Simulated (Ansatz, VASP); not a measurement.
## One calculation of BN, two programs

File INCAR:

```
SYSTEM = BN
ALGO     = Normal         ! electronic algorithm
EDIFF    = 1E-6           ! SCF threshold, eV
EDIFFG   = -0.01          ! ionic threshold
ENCUT    = 600            ! plane-wave cutoff, eV
GGA      = RP             ! functional
IBRION   = 2              ! ionic algorithm
ISIF     = 3              ! what is computed and relaxed
ISMEAR   = -1             ! smearing method
IVDW     = 13             ! dispersion correction
LASPH    = .True.         ! aspherical terms in the spheres
LCHARG   = .False.        ! write CHGCAR
LREAL    = .False.        ! projectors in reciprocal space
LWAVE    = .False.        ! write WAVECAR
NELM     = 80             ! most SCF steps
NSW      = 60             ! ionic steps
PREC     = Accurate       ! precision mode
SIGMA    = 0.05           ! smearing width, eV
```

KPOINTS

```
k-points
0
Gamma
  12 12 12
  0 0 0
```

The input POSCAR:

```
BN
1.0
    1.2511217832      0.7223354983      3.3729344033
   -1.2511217832      0.7223354983      3.3729344033
    0.0000000000     -1.4446709966      3.3729344033
N B
1 1
Direct
    0.6672382000      0.6672382000      0.6672382000
    0.0003288000      0.0003288000      0.0003288000
```

File input.yaml:

```yaml
crystal:
  lattice:
    - [1.2511217832, 0.7223354983, 3.3729344033]
    - [-1.2511217832, 0.7223354983, 3.3729344033]
    - [0.0, -1.4446709966, 3.3729344033]
  atoms:
    - { symbol: "N", position: [0.6672382, 0.6672382, 0.6672382] }
    - { symbol: B, position: [0.0003288, 0.0003288, 0.0003288] }
hamiltonian:
  xc: rpbe
  pseudopotentials: { kind: paw }
  dispersion: d4
kpoints:
  mp_grid: { grid: [12, 12, 12] }
scf:
  occupations: { method: fermi_dirac, width: 0.05 }
output:
  forces: true
  stress: true
  eigenvalues: true
relax:
  f_tol: 0.01
  max_steps: 40
  cell: { stress_tol: 0.05 }
```

The cell is a database's computed one.

Alike in both runs: task relaxation of cell and atoms; functional RPBE; dispersion D4; k mesh 12 × 12 × 12; occupations fermi-dirac, width 0.05 eV; no spin polarisation.

|  | VASP | Ansatz |
| --- | --- | --- |
| version | VASP 6.6.1 | Ansatz 0.2.0 |
| potentials or method | VASP PAW PBE potentials, release 64 (N, B) | Ansatz PAW |
| plane-wave cutoff (eV) | 600 | 420 |
| valence electrons in the cell | 8 | 8 |

|  | VASP | Ansatz | Ansatz less VASP |
| --- | --- | --- | --- |
| gap on the k mesh at the Fermi level, each at its own relaxed structure (eV) | 4.07 | 4.10 | +0.030 |
| relaxed volume (Å³/atom) | 8.29 | 8.34 | +0.045 |
| relaxed cell length with the largest relative difference (Å) | 3.370 | 3.385 | +0.0150 |
| energy change over the relaxation (meV/atom) | -9 | -8 | +1.1 |

Caveats: the PAW data sets were made with another functional, which shifts forces and pressure a little (VASP); the plane-wave basis is chosen anew once the cell has moved, so the energies of steps on either side of that aren't comparable (Ansatz); the pressure holds a Pulay correction of +0.5 GPa for the finite cutoff (Ansatz); the PAW data sets come from PBE, with cores solved anew for the run's functional, which leaves a small shift of forces and pressure (Ansatz). A k mesh can miss the band edges. Expect the measured gap to be larger: semilocal functionals such as RPBE lack the derivative discontinuity.
